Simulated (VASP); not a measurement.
# AlN (F-43m) in VASP: settings compared, part 2 of 2

VASP 6.6.1.

### 3 Band structure, r2SCAN-EpsX

POSCAR reads:

```
AlN
1.0
    0.0000000000      2.1839935596      2.1839935596
    2.1839935596      0.0000000000      2.1839935596
    2.1839935596      2.1839935596      0.0000000000
Al N
1 1
Direct
    0.0000000000      0.0000000000      0.0000000000
    0.2500000000      0.2500000000      0.2500000000
```

INCAR.step1 reads:

```
ALGO = Normal
EDIFF = 1E-8
ENCUT = 520
GGA = PE
ISIF = 2
ISMEAR = 0
KPAR = 4
LASPH = T
LCHARG = F
LEPSILON = T
LREAL = F
LWAVE = F
NELM = 100
PREC = Accurate
SIGMA = 0.02
```

KPOINTS.step1 reads:

```
Automatic mesh
0
G
  10 10 10
  0 0 0
```

INCAR.step2 reads:

```
ALGO = Normal
EDIFF = 1E-5
ENCUT = 520
GGA = PE
ISIF = 2
ISMEAR = 0
KPAR = 4
LASPH = T
LCHARG = F
LREAL = F
LWAVE = T
NELM = 100
PREC = Accurate
SIGMA = 0.02
```

KPOINTS.step2 reads:

```
k-points
0
Gamma
  8 8 8
```

INCAR.step3 reads:

```
AEXX = 0.2185
ALGO = Normal
EDIFF = 1E-6
ENCUT = 520
HFRCUT = -1
ISIF = 2
ISMEAR = 0
ISTART = 1
KPAR = 4
LASPH = T
LCHARG = F
LHFCALC = T
LMIXTAU = T
LREAL = F
LWAVE = F
METAGGA = R2SCAN
NELM = 100
PREC = Accurate
PRECFOCK = Fast
SIGMA = 0.02
```

KPOINTS.step3 reads:

```
k-points
0
Gamma
  8 8 8
```

KPOINTS_OPT reads:

```
path GXWKGLUWLK,UX
8
line-mode
reciprocal
 0.0000000000  0.0000000000  0.0000000000  G
 0.5000000000  0.0000000000  0.5000000000  X

 0.5000000000  0.0000000000  0.5000000000  X
 0.5000000000  0.2500000000  0.7500000000  W

 0.5000000000  0.2500000000  0.7500000000  W
 0.3750000000  0.3750000000  0.7500000000  K

 0.3750000000  0.3750000000  0.7500000000  K
 0.0000000000  0.0000000000  0.0000000000  G

 0.0000000000  0.0000000000  0.0000000000  G
 0.5000000000  0.5000000000  0.5000000000  L

 0.5000000000  0.5000000000  0.5000000000  L
 0.6250000000  0.2500000000  0.6250000000  U

 0.6250000000  0.2500000000  0.6250000000  U
 0.5000000000  0.2500000000  0.7500000000  W

 0.5000000000  0.2500000000  0.7500000000  W
 0.5000000000  0.5000000000  0.5000000000  L

 0.5000000000  0.5000000000  0.5000000000  L
 0.3750000000  0.3750000000  0.7500000000  K

 0.6250000000  0.2500000000  0.6250000000  U
 0.5000000000  0.0000000000  0.5000000000  X
```

Potentials or basis: VASP PAW PBE potentials, release 64 (Al, N).

Launch:

```
cat potpaw_PBE.64/Al/POTCAR potpaw_PBE.64/N/POTCAR > POTCAR
cp INCAR.step1 INCAR
cp KPOINTS.step1 KPOINTS
mpirun -np 4 vasp_std > vasp.out
cp INCAR.step2 INCAR
cp KPOINTS.step2 KPOINTS
mpirun -np 4 vasp_std > vasp.out
cp INCAR.step3 INCAR
cp KPOINTS.step3 KPOINTS
mpirun -np 4 vasp_std > vasp.out
```

OUTCAR:

```text
AEXX = 0.2185
   EDIFF = 1E-6
   ENCUT = 520
   ISIF = 2
   ISMEAR = 0
   ISTART = 1
   LASPH = T
   LHFCALC = T
   LREAL = F
   METAGGA = R2SCAN
   NELM = 100
   PREC = Accurate
   PRECFOCK = Fast

 ion  position               nearest neighbor table
   1  0.000  0.000  0.000-   2 1.89   2 1.89   2 1.89   2 1.89
   2  0.250  0.250  0.250-   1 1.89   1 1.89   1 1.89   1 1.89

  LATTYP: Found a face centered cubic cell.
 ALAT       =     4.3679871192

  Lattice vectors:

 A1 = (   0.0000000000,   2.1839935596,   2.1839935596)
 A2 = (   2.1839935596,   0.0000000000,   2.1839935596)
 A3 = (   2.1839935596,   2.1839935596,   0.0000000000)

Analysis of symmetry for initial positions (statically):
=====================================================================
 Subroutine PRICEL returns:
 Original cell was already a primitive cell.

 Routine SETGRP: Setting up the symmetry group for a
 face centered cubic supercell.

 Subroutine GETGRP returns: Found 24 space group operations
 (whereof 24 operations were pure point group operations)
[... 177 lines left out ...]
 fundamental gap:      5.4722384639
 Fermi energy:         4.7477628583

 k-point     1 :       0.0000    0.0000    0.0000
  band No.  band energies     occupation
      1     -12.1798      2.00000
      2       4.6472      2.00000
      3       4.6472      2.00000
      4       4.6472      2.00000
      5      11.1354      0.00000
      6      20.0101      0.00000
      7      20.0101      0.00000
      8      20.0101      0.00000
[... 243 lines left out ...]
 k-point    24 :      -0.3750    0.2500    0.1250
  band No.  band energies     occupation
      1      -9.6970      2.00000
      2      -0.9150      2.00000
      3       2.2308      2.00000
      4       3.4307      2.00000
      5      14.2230      0.00000
      6      16.5513      0.00000
      7      19.7980      0.00000
      8      20.2407      0.00000

 [... further k-points ...]

------------------------ aborting loop because EDIFF is reached ----------------------------------------

  FORCE on cell =-STRESS in cart. coord.  units (eV):
  Direction    XX          YY          ZZ          XY          YZ          ZX
  --------------------------------------------------------------------------------------
  -------------------------------------------------------------------------------------
  Total       -0.3566469     -0.3566469     -0.3566469      0.0000000      0.0000000     -0.0000000
  in kB      -27.4261598    -27.4261598    -27.4261598      0.0000000      0.0000000     -0.0000000
  external PRESSURE =     -27.4261598 kB  Pullay stress =       0.0000000 kB

 VOLUME and BASIS-vectors are now :
 -----------------------------------------------------------------------------
  energy-cutoff  :      520.00
  volume of cell :       20.83
      direct lattice vectors                 reciprocal lattice vectors
     0.000000000  2.183993560  2.183993560    -0.228938404  0.228938404  0.228938404
     2.183993560  0.000000000  2.183993560     0.228938404 -0.228938404  0.228938404
     2.183993560  2.183993560  0.000000000     0.228938404  0.228938404 -0.228938404

 POSITION                                       TOTAL-FORCE (eV/Angst)
 -----------------------------------------------------------------------------------
      0.00000      0.00000      0.00000        -0.000000     -0.000000     -0.000000
      1.09200      1.09200      1.09200         0.000000      0.000000      0.000000
 -----------------------------------------------------------------------------------
    total drift:                                0.000002     -0.000000      0.000001

  FREE ENERGIE OF THE ION-ELECTRON SYSTEM (eV)
  ---------------------------------------------------
  free  energy   TOTEN  =       -21.2442072060 eV

  energy  without entropy=      -21.2442072060  energy(sigma->0) =      -21.24420721
```

OUTCAR.step1:

```text
EDIFF = 1E-8
   ENCUT = 520
   GGA = PE
   ISIF = 2
   ISMEAR = 0
   LASPH = T
   LEPSILON = T
   LREAL = F
   NELM = 100
[... 548 lines left out ...]
  x     0.00000    -0.00000     0.00000     0.00000    -0.62091     0.00000
  y     0.00000     0.00000    -0.00000     0.00000     0.00000    -0.62091
  z    -0.00000     0.00000     0.00000    -0.62091     0.00000     0.00000

 BORN EFFECTIVE CHARGES (including local field effects) (in |e|, cummulative output)
 ---------------------------------------------------------------------------------
 ion    1
    1     2.53381    -0.00000     0.00000
    2     0.00000     2.53381     0.00000
    3     0.00000     0.00000     2.53381
 ion    2
    1    -2.53381     0.00000     0.00000
    2    -0.00000    -2.53381    -0.00000
    3    -0.00000    -0.00000    -2.53381
```

OUTCAR.step2:

```text
EDIFF = 1E-5
   ENCUT = 520
   GGA = PE
   ISIF = 2
   ISMEAR = 0
[... 486 lines left out ...]
 -----------------------------------------------------------------------------------
      0.00000      0.00000      0.00000        -0.000000     -0.000000     -0.000000
      1.09200      1.09200      1.09200         0.000000      0.000000      0.000000
 -----------------------------------------------------------------------------------
    total drift:                                0.000000      0.000000      0.000000

  FREE ENERGIE OF THE ION-ELECTRON SYSTEM (eV)
  ---------------------------------------------------
  free  energy   TOTEN  =       -14.8403369685 eV

  energy  without entropy=      -14.8403369685  energy(sigma->0) =      -14.84033697
```

Run time: 5.5 min. Hardware: 4 MPI ranks of AMD EPYC 9R45 (Zen 5), shared host; peak memory 0.18 GiB.

What came out:

| Quantity | Value |
| --- | --- |
| Free energy | -21.2442 eV |
| Pressure | -2.7 GPa |
| Band gap on the k mesh | 5.47 eV, indirect (least direct gap 6.49 eV) |
| Band gap along the path | 5.47 eV, indirect (least direct gap 6.49 eV) |

Levels at the corners of the path, in eV from the valence-band top:
```csv
point,band 1,band 2,band 3,band 4,band 5,band 6,band 7,band 8
Γ,-16.83,0.00,0.00,0.00,6.49,15.36,15.36,15.36
X,-14.01,-5.33,-1.96,-1.96,5.47,11.15,17.35,19.07
X,-14.01,-5.33,-1.96,-1.96,5.47,11.15,17.35,19.07
W,-13.96,-4.09,-3.76,-2.86,8.40,14.20,14.78,15.31
W,-13.96,-4.09,-3.76,-2.86,8.40,14.20,14.78,15.31
K,-14.03,-4.62,-3.92,-1.51,7.45,12.83,16.32,17.20
K,-14.03,-4.62,-3.92,-1.51,7.45,12.83,16.32,17.20
Γ,-16.83,0.00,0.00,0.00,6.49,15.36,15.36,15.36
Γ,-16.83,0.00,0.00,0.00,6.49,15.36,15.36,15.36
L,-14.68,-6.35,-0.54,-0.54,9.91,12.74,13.77,13.77
L,-14.68,-6.35,-0.54,-0.54,9.91,12.74,13.77,13.77
U,-14.03,-4.62,-3.92,-1.51,7.45,12.83,16.32,17.20
U,-14.03,-4.62,-3.92,-1.51,7.45,12.83,16.32,17.20
W,-13.96,-4.09,-3.76,-2.86,8.40,14.20,14.78,15.31
W,-13.96,-4.09,-3.76,-2.86,8.40,14.20,14.78,15.31
L,-14.68,-6.35,-0.54,-0.54,9.91,12.74,13.77,13.77
L,-14.68,-6.35,-0.54,-0.54,9.91,12.74,13.77,13.77
K,-14.03,-4.62,-3.92,-1.51,7.45,12.83,16.32,17.20
U,-14.03,-4.62,-3.92,-1.51,7.45,12.83,16.32,17.20
X,-14.01,-5.33,-1.96,-1.96,5.47,11.15,17.35,19.07
```

Caveat: the PAW data sets were made with another functional, which shifts forces and pressure a little.
